**Question.** Stretching or squeezing the lattice constant of copper by 1 % takes a pressure of about 4 GPa. The stresses in the copper interconnects of a chip are only tenths of a gigapascal, roughly. The table gives the pressure that several methods compute for one copper crystal, with the atoms at rest in a cell of edge 3.615 Å, close to the measured cell at room temperature. Forecast the pressure for the embedded-atom (EAM) potential Cu_u3, with a range. Then say what such a pressure tells about the accuracy of a method.

Copper (Fm-3m, 11.81 Å³/atom) with embedded-atom potentials in ASE and with Kohn-Sham DFT, without spin polarization, in Ansatz and GPAW. Pressures are for a static lattice in the given cell, positive in compression, and leave out Ansatz's Pulay correction. Energies under "basis" are plane-wave cutoffs.

| method | rung | program | potentials | basis | Hubbard U, eV | k mesh | smearing | pressure (GPa) |
| --- | --- | --- | --- | --- | --- | --- | --- | --- |
| EAM | force field | ASE EAM | Cu_u3.eam | default | none | none 1-atom cell | none | ? |
| Finnis-Sinclair EAM | force field | ASE EAM | CuZr_mm.eam.fs | default | none | none 1-atom cell | none | 2.790 |
| LDA | LDA | Ansatz | Ansatz PAW | 420 eV | none | 13x13x13 1-atom cell | gaussian 0.02eV | -12.740 |
| PBE | GGA | GPAW | GPAW PAW data sets (gpaw data 1.2.1) | 600 eV | none | 13x13x13 1-atom cell | gaussian 0.026eV | 3.070 |
| PBEsol | GGA | Ansatz | Ansatz PAW | 420 eV | none | 13x13x13 1-atom cell | gaussian 0.1eV | -6.690 |
| MS2+U | meta-GGA | GPAW | GPAW PAW data sets (gpaw data 1.2.1) | 600 eV | Cu3 | 13x13x13 1-atom cell | Fermi Dirac 0.05eV | -6.040 |
| PBE0 | hybrid | Ansatz | Ansatz PAW | 420 eV | none | 7x7x7 1-atom cell | Fermi Dirac 0.05eV | 0.970 |
| PBEsol0 | hybrid | Ansatz | Ansatz PAW | 420 eV | none | 7x7x7 1-atom cell | Fermi Dirac 0.05eV | -4.830 |
| r2SCAN0 | hybrid | Ansatz | Ansatz PAW | 500 eV | none | 7x7x7 1-atom cell | Fermi Dirac 0.05eV | -2.700 |
| r2SCANh | hybrid | Ansatz | Ansatz PAW | 500 eV | none | 7x7x7 1-atom cell | Fermi Dirac 0.05eV | -4.270 |

**Model answer**

*What the pressure measures.* Every method has a lattice constant of its own, at which its static pressure vanishes. If that lattice constant is smaller than the given one, the crystal is stretched and pulls inward, and the pressure is negative. If it is larger, the crystal is squeezed and pushes outward. The column therefore shows, in units of pressure, how far each method's preferred cell lies from the given one.

To turn pressure into length, let P be the pressure and B the bulk modulus, the resistance to compression, at the given volume. B grows with pressure at a nearly constant rate B′. Integrating from the given volume V to the volume V₀ of zero pressure gives V₀/V = [B/(B − B′P)]^(1/B′), and the cube root of this is the ratio of the lattice constants. Rough values for copper are B = 140 GPa and B′ = 5, taken here as equal for all methods.

LDA serves as the worked case. With P = −12.7 GPa, B − B′P is 140 + 5 × 12.7 ≈ 204 GPa. The ratio 140/204 is about 0.69, and its fifteenth root (a fifth for B′, a third for the edge) is about 0.975. LDA thus prefers a lattice constant about 2.5 % shorter than the given one, which is its well-known overbinding.

*What sets the preferred cell.* For a density functional, it follows from the approximation to exchange and correlation. Gradient corrections favour a strongly varying density, and the density varies more strongly when atoms move apart. LDA has no such correction, PBEsol a weak one and PBE a stronger one, and the pressures rise in that order. The choice between PBE and PBEsol still matters among the hybrids: PBE0 lies 5.8 GPa above PBEsol0 at the same settings.

An EAM potential has no exchange and correlation to approximate. It is a set of functions adjusted until chosen properties come out right. The measured lattice constant of the pure metal is normally among those properties, and it is usually matched with the atoms at rest. If that holds for Cu_u3, its pressure in this cell should vanish.

*Forecast.* The pressure is 0 GPa, within ±1.2 GPa. The range allows the potential to miss its target by 0.01 Å, since 3 × 140 GPa × 0.01/3.615 ≈ 1.2 GPa. In words, the value should lie closer to zero than that of the Finnis-Sinclair potential, above PBEsol and below PBE.

Three other answers deserve a hearing:

- Copying the other fitted potential, Finnis-Sinclair, gives +2.8 GPa.
- Treating Cu_u3 as one more method like the rest gives the mean of the nine known rows, −3.4 GPa.
- If the makers of the potential had allowed for the vibrations of the atoms, the static pressure would be about −2 GPa, for a reason given in the remarks.

The withheld rows as computed:

| method | rung | program | potentials | basis | Hubbard U, eV | k mesh | smearing | pressure (GPa) |
| --- | --- | --- | --- | --- | --- | --- | --- | --- |
| EAM | force field | ASE EAM | Cu_u3.eam | default | none | none 1-atom cell | none | 0.070 |

*Result.* The computed pressure is 0.07 GPa, so the forecast was too low by that amount, and the three statements about order hold as well. The difference corresponds to less than 0.001 Å in the lattice constant and needs no explanation. The other three answers miss by 2 to 3.5 GPa, as the printed output shows. The result is what a fit to the measured lattice constant with resting atoms would give, though a single number cannot establish how the potential was made.

**Remarks on the reasoning**

*The argument rests on the fitting target.* Applied to the Finnis-Sinclair row, the same forecast would have failed, because 2.8 GPa lies well outside ±1.2 GPa. That potential prefers a lattice constant about 0.7 % too long. It was made for copper-zirconium alloys, and a plausible guess is that other properties weighed more in its fit than the cell of pure copper. "Fitted potential" is therefore too broad a class to forecast from; one has to ask what the potential was fitted to.

*Zero is the wrong target for a static calculation.* In a real crystal at room temperature the vibrating atoms push outward. This thermal pressure is about γE/V, where γ ≈ 2 is the Grüneisen constant, E = 3kT ≈ 0.078 eV is the vibrational energy per atom and V = 11.81 Å³ is the volume per atom. It comes to about 2 GPa. The measured cell is at rest under practically no outside pressure, so the static part must balance the thermal part, and an exact static calculation should give about −2 GPa.

A candidate who ranks the functionals by their closeness to zero would put PBE0, at 1 GPa, first. Against the better target of −2 GPa it is off by about 3 GPa. Even this yardstick should not be used to settle differences of about 1 GPa, because the hybrids were run on a coarse k mesh, which can shift the pressure of a metal by that much.

*The near-zero value of Cu_u3 has a price.* The potential reproduces the measured cell without vibrations, although the measured cell contains their effect. Once its atoms move at room temperature, the thermal pressure comes on top. By the estimate above, the crystal would then push outward with about 2 GPa in this cell, or expand by about 0.5 % if left free.

For a process engineer who simulates stress in a copper line, this matters more than the good static value. An offset of 2 GPa is several times the stress of interest. The unstressed cell should first be found with the same potential at the working temperature, and stresses should be counted from there. The same holds for the density functionals, whose static offsets in this table run from about 1 to 13 GPa.

Numerical output:

```
Own lattice constant against the given cell, rough:
                  row  pressure_GPa  offset_percent  own_a_angstrom
                  EAM          0.07         0.01669           3.616
  Finnis-Sinclair EAM          2.79          0.7022            3.64
                  LDA        -12.74          -2.469           3.526
                  PBE          3.07          0.7772           3.643
               PBEsol         -6.69          -1.418           3.564
                MS2+U         -6.04          -1.294           3.568
                 PBE0          0.97          0.2353           3.623
              PBEsol0         -4.83          -1.055           3.577
              r2SCAN0          -2.7         -0.6118           3.593
              r2SCANh         -4.27         -0.9418           3.581
Lattice constant of the given cell, angstrom: 3.615
Forecast for the withheld EAM row, GPa: 0
Range of the forecast, plus or minus, GPa: 1.162
Computed pressure of the withheld EAM row, GPa: 0.07
Miss of the forecast (forecast less computed), GPa: -0.07
Rival, copy of the Finnis-Sinclair row: miss, GPa: 2.72
Estimated thermal pressure at 300 K, GPa: 2.104
Rival, minus the thermal pressure: miss, GPa: -2.174
fit of result_pressure on 9 rows: constant -3.382 +/- 1.7; rms 4.8, worst LDA 9.36, leave-one-out rms 5.4
  rows outside the fit (model, value, miss): EAM -3.382, 0.07, -3.45
PBE less PBEsol (programs differ), GPa: 9.76
PBEsol less LDA, GPa: 6.05
PBE0 less PBEsol0 (same settings), GPa: 5.8
r2SCAN0 less r2SCANh (same settings), GPa: 1.57
PBE0 less PBE (programs differ), GPa: -2.1
PBEsol0 less PBEsol (meshes differ), GPa: 1.86
```
